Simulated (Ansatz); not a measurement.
The cell is COD entry 1539555, as deposited and not checked against the literature; nothing was relaxed. It differs from other determinations.

An input for ZrSe2 and the output that it gave: DFT, PBE, all-electron LAPW, scalar-relativistic (Ansatz 0.2.0).

```yaml
crystal:
  lattice:
    - [3.7979980586, 0.0, 0.0]
    - [-1.8989990293, 3.2891628022, 0.0]
    - [0.0, 0.0, 6.192]
  atoms:
    - { symbol: Zr, position: [0.0, 0.0, 0.0] }
    - { symbol: Se, position: [0.3333333333, 0.6666666667, 0.25] }
    - { symbol: Se, position: [0.6666666667, 0.3333333333, 0.75] }
kpoints:
  mp_grid: { grid: [9, 9, 5] }
  band_path:
    path:
      - [0.0, 0.0, 0.0]
      - [0.5, 0.0, 0.0]
      - [0.3333333333, 0.3333333333, 0.0]
      - [0.0, 0.0, 0.0]
      - [0.0, 0.0, 0.5]
      - [0.5, 0.0, 0.5]
      - [0.3333333333, 0.3333333333, 0.5]
      - [0.0, 0.0, 0.5]
      - [0.5, 0.0, 0.5]
    npoints: 8
scf:
  occupations: { method: fermi_dirac, width: 0.02 }
hamiltonian:
  xc: pbe
  pseudopotentials: { kind: all_electron, lapw: { basis_error: 0.001 } }
output:
  forces: true
  stress: true
  eigenvalues: true
  populations: true
  dos: { projected: true, de: 0.2, e_range: [-14, 8] }
```

Output:

```
Zr: projections on atomic orbitals take those of the free atom 1s2 2s2 2p6 3s2 3p6 3d10 4s2 4p6 4d2 5s2, of charge +0.00 (hamiltonian.pseudopotentials.projection_atoms)
Se: projections on atomic orbitals take those of the free atom 1s2 2s2 2p6 3s2 3p6 3d10 4s2 4p4, of charge +0.00 (hamiltonian.pseudopotentials.projection_atoms)
LAPW: plane waves up to 7.855 Å⁻¹, error target 1.0e-3 eV per atom; small_component_spin mean_spin; Se in spheres of 1.333 Å, 24 of its electrons in bands, Dirac shells []; Zr in spheres of 1.351 Å, 30 of its electrons in bands, Dirac shells []
Engine: ansatz 0.2.0
Pseudopotentials: kind: all_electron
Pseudopotential: Zr, LAPW, valence charge 30, Koelling and Harmon's equation, gaussian nucleus
Pseudopotential: Se, LAPW, valence charge 24, Koelling and Harmon's equation, gaussian nucleus
Functional definition: PBE
  parameter kappa = 0.804
  parameter beta = 0.06672455060314922
  exchange = pbe_x(kappa = kappa, mu = beta*pi^2/3)
  correlation = pbe_c(beta = beta)
Crystal: 3 atoms, lattice volume = 77.352 Å³
Basis set: ecut = 235.06655041407723 eV, 627 PW (Γ), exchange–correlation at level 2
Bands: 47, of which v1, the nominal top of the filled ones, is band 39 counted from 1 (38 counted from 0)
Symmetry: 12 space group operations
Space group: P-3m1 (ITA 164), of the structure as read, at distance tolerance 4.3e-5 Å
k-points: 50 of 405
Non-local potential: Zr, projectors of the file, none
Non-local potential: Se, projectors of the file, none
Initial density: superposition of atomic densities (chi_scale 0.1, normalization cell, long waves kept (reshape's long-wave potential 0.17 eV rms))
Initial wavefunctions: plane waves of lowest kinetic energy (no species holds an atomic orbital)
Functional: x = pbe(κ = 0.804, μ = 0.2195149727645171), c = pbe(β = 0.06672455060314922)
iter 1 solved again at ethr=1.73e-3 eV; its pass at ethr=1.00e-1 eV (dr2=1.35e0 eV) is discarded
SCF iter   1: F=—  HF=-230182.926760 eV  |F-HF|=—  |Δ(HF+E_count)|=         —  Δρ=3.36e-2  dr2=1.35e0  ethr=1.73e-3  ⟨swp⟩=2.0  Hψ=14723  notcnv=0
preconditioner: auto → Resta (q_TF=auto, 2.732 Å⁻¹)  ε∞=3.9  [insulator: Δε(μ)=0.999 eV  Ē_g=9.984 eV  σ=0.020 eV  W_gap=1.00  n_scr=22 (ndim 8)  ℏωp=16.9 eV  f_vac=0.157  D(μ)=0.00/eV (n_scr^D=0)  ε∞_Penn≈3.9]
SCF iter   2: F=—  HF=-230182.533227 eV  |F-HF|=—  |Δ(HF+E_count)|=   3.94e-1  Δρ=1.47e-2  dr2=3.71e-1  ethr=1.73e-3  ⟨swp⟩=2.0  Hψ=7350  notcnv=0
SCF iter   3: F=—  HF=-230182.496338 eV  |F-HF|=—  |Δ(HF+E_count)|=   3.69e-2  Δρ=1.01e-2  dr2=1.25e-1  ethr=4.76e-4  ⟨swp⟩=2.9  Hψ=7432  notcnv=0
iter 4 solved again at ethr=7.58e-6 eV; its pass at ethr=1.60e-4 eV (dr2=5.91e-3 eV) is discarded
SCF iter   4: F=—  HF=-230182.486291 eV  |F-HF|=—  |Δ(HF+E_count)|=         —  Δρ=1.94e-3  dr2=5.91e-3  ethr=7.58e-6  ⟨swp⟩=2.0  Hψ=12000  notcnv=0
the basis was enlarged: its passes take 246.2 KiB over the memory plan, 1 of 1 planned eigensolver slots
SCF iter   5: F=—  HF=-230182.489117 eV  |F-HF|=—  |Δ(HF+E_count)|=   2.83e-3  Δρ=6.24e-4  dr2=5.12e-4  ethr=7.57e-6  ⟨swp⟩=2.1  Hψ=7399  notcnv=0
SCF iter   6: F=—  HF=-230182.488997 eV  |F-HF|=—  |Δ(HF+E_count)|=   1.20e-4  Δρ=3.02e-4  dr2=9.08e-5  ethr=6.56e-7  ⟨swp⟩=2.9  Hψ=7065  notcnv=0
SCF iter   7: F=—  HF=-230182.489128 eV  |F-HF|=—  |Δ(HF+E_count)|=   1.31e-4  Δρ=1.01e-4  dr2=1.50e-5  ethr=1.16e-7  ⟨swp⟩=3.0  Hψ=7298  notcnv=0
SCF iter   8: F=—  HF=-230182.489157 eV  |F-HF|=—  |Δ(HF+E_count)|=   2.91e-5  Δρ=2.94e-5  dr2=1.04e-6  ethr=1.92e-8  ⟨swp⟩=3.0  Hψ=7347  notcnv=0
SCF iter   9: F=—  HF=-230182.489160 eV  |F-HF|=—  |Δ(HF+E_count)|=   2.37e-6  Δρ=7.16e-6  dr2=6.19e-8  ethr=1.33e-9  ⟨swp⟩=3.0  Hψ=7348  notcnv=0
SCF iter  10: F=-230182.489160 eV  HF=-230182.489160 eV  |F-HF|=4.86e-9  |Δ(HF+E_count)|=   1.31e-7  Δρ=3.29e-6  dr2=1.89e-8  ethr=7.94e-11  ⟨swp⟩=3.0  Hψ=7315  notcnv=0
SCF 1 converged in 10 iterations: F = -230182.489160 eV  dr2 = 1.89e-8
NSCF: frozen V_eff on 65 k-points
SCF converged after 10 iterations
Free energy (F): -230182.489160 eV
Harris-Foulkes:  -230182.489160 eV  (|F-HF|=4.86e-9)
Internal energy: -230182.489159 eV  (E = F + TS)
E sigma→0 (E₀):  -230182.489160 eV
Entropy (-TS):   -0.000000 eV (-0.000 meV/atom)
Fermi energy:    9.803060 eV
--- Per-component energies (eV) ---
  E_band       = -7490.291068
  E_kinetic    = 236541.545021
  E_xc         = -7902.973357
  E_electrostatic = -458821.060823  (all electrons and nuclei)
  E_smearing   = -0.000000  (= −TS)
  E_closure    = 0.000000  (closes the sum)
  E_atoms      = -230164.155555  (free atoms, spherical and without spin; not in F)
  Σ components = -230182.489160   (vs F -230182.489160, Δ=0.00e0)
  Basis errors (estimates in eV, not in F): energy 4.3e-4 per atom: plane waves 3.9e-4 (2.2e-4 summed), levels above the bands 5.9e-184, relativity 4.0e-8, radial functions 4.5e-5, core shells 2.4e-10; eigenvalues (radial functions only) 1.3e-6; not estimated: angular momenta, meshes, grids; target (lapw.basis_error) 1.0e-3; muffin-tin radii Se 1.333 Å, Zr 1.351 Å
--- Forces (eV/Å), atoms counted from 1 ---
  atom   1  Zr     0.00000000     0.00000000     0.00000000
  atom   2  Se    -0.00000000    -0.00000000     0.28600907
  atom   3  Se    -0.00000000     0.00000000    -0.28600907
  max |Σ_I F_I| component: 1.85e-17 eV/Å
--- Stress (GPa, compression-positive) ---
        1.345834      -0.000000       0.000000
       -0.000000       1.345834      -0.000000
        0.000000      -0.000000       3.098258
  P = ⅓ Tr σ = 1.9300 GPa (19.300 kbar)
--- Band table (eV; the first three rows and the last of 50) ---
  k-point 0: bands = ["-389.9550", "-302.8368", "-302.8368", "-302.8334", "-197.5980", "-197.5980", "-160.0054", "-160.0054", "-160.0037", "-159.9845", "-159.9845", "-137.0666", "-137.0666", "-137.0647", "-137.0647", "-137.0647", "-137.0647", "-39.8544", "-37.2887", "-37.2887", "-37.2887", "-37.2887", "-37.2826", "-37.2823", "-37.2814", "-37.2814", "-37.2812", "-37.2812", "-17.9071", "-17.7960", "-17.7960", "-3.6037", "-2.3492", "4.9343", "6.8806", "6.8806", "9.5514", "9.5514", "9.6054", "10.6627", "10.6627", "11.1946", "13.9443", "13.9443", "14.3616", "14.6663", "18.5705"]
  k-point 1: bands = ["-389.9550", "-302.8368", "-302.8368", "-302.8334", "-197.5980", "-197.5980", "-160.0054", "-160.0054", "-160.0037", "-159.9845", "-159.9845", "-137.0666", "-137.0666", "-137.0647", "-137.0647", "-137.0647", "-137.0647", "-39.8544", "-37.2888", "-37.2888", "-37.2886", "-37.2886", "-37.2825", "-37.2824", "-37.2814", "-37.2814", "-37.2812", "-37.2812", "-17.9072", "-17.7960", "-17.7960", "-3.5326", "-2.4593", "5.2127", "6.8963", "6.8963", "8.8893", "9.4933", "9.4933", "10.6536", "10.6536", "11.4171", "14.0745", "14.0745", "14.7786", "14.9689", "18.6495"]
  k-point 2: bands = ["-389.9550", "-302.8368", "-302.8368", "-302.8334", "-197.5980", "-197.5980", "-160.0054", "-160.0054", "-160.0037", "-159.9845", "-159.9845", "-137.0666", "-137.0666", "-137.0647", "-137.0647", "-137.0647", "-137.0647", "-39.8544", "-37.2889", "-37.2889", "-37.2885", "-37.2885", "-37.2825", "-37.2824", "-37.2815", "-37.2815", "-37.2812", "-37.2812", "-17.9074", "-17.7960", "-17.7960", "-3.3772", "-2.6757", "5.8614", "6.9226", "6.9226", "7.7953", "9.4020", "9.4020", "10.6381", "10.6381", "11.5590", "14.2967", "14.2967", "15.0536", "16.0935", "18.5204"]
  k-point 49: bands = ["-389.9550", "-302.8368", "-302.8368", "-302.8334", "-197.5980", "-197.5980", "-160.0054", "-160.0054", "-160.0037", "-159.9845", "-159.9845", "-137.0666", "-137.0666", "-137.0647", "-137.0647", "-137.0647", "-137.0647", "-39.8436", "-37.2888", "-37.2887", "-37.2887", "-37.2854", "-37.2821", "-37.2821", "-37.2811", "-37.2811", "-37.2811", "-37.2810", "-17.9221", "-17.9221", "-17.8572", "-2.4133", "-2.4133", "5.9057", "5.9057", "6.2011", "7.3245", "7.5755", "7.5755", "11.3649", "11.8506", "11.8506", "14.3948", "14.3948", "17.1992", "17.2942", "17.2942"]
--- Löwdin populations: 3 sites ---
  site symbol       q [e]
     0     Zr     39.2709
     1     Se     34.3045
     2     Se     34.3045
  spilling = 0.001113 (of n_electrons = 108.000000)
```
